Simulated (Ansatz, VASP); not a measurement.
**HgSe: VASP beside Ansatz**

```
Hg Se
1.0
     0.00000    3.03900    3.03900
     3.03900    0.00000    3.03900
     3.03900    3.03900    0.00000
Hg Se
1 1
Direct
  0.00528 0.99175 0.01093
  0.75446 0.73484 0.76053
```

Change from the starting cell: atoms moved at random, drawn with an rms of 0.05 Å.

Alike in both runs: task single point; functional PBE; k mesh 8 × 8 × 8; occupations fermi-dirac, width 0.05 eV; no spin polarisation.

|  | VASP | Ansatz |
| --- | --- | --- |
| version | VASP 6.6.1 | Ansatz 0.2.0 |
| potentials or method | VASP PAW PBE potentials, release 64 (Hg, Se) | Ansatz PAW |
| plane-wave cutoff (eV) | 520 | 420 |
| valence electrons in the cell | 18 | 36 |

|  | VASP | Ansatz | Ansatz less VASP |
| --- | --- | --- | --- |
| gap on the k mesh at the Fermi level (eV) | none | none | - |
| pressure (GPa) | 5.0 | 4.7 | -0.30 |
| largest component of the traceless stress (GPa) | 0.46 | 0.44 | -0.019 |
| rms of the force components (eV/Å) | 0.075 | 0.071 | -0.0031 |

Atom by atom the forces differ by 0.003 eV/Å (rms over components). A gap of «none» marks a metal or a gap that the smearing closes. With one functional, cell and mesh, what is left measures potentials, basis and numerics. The two sets of potentials don't hold the same shells in valence.

The runs have no spin-orbit coupling, so splittings on Hg are missing.
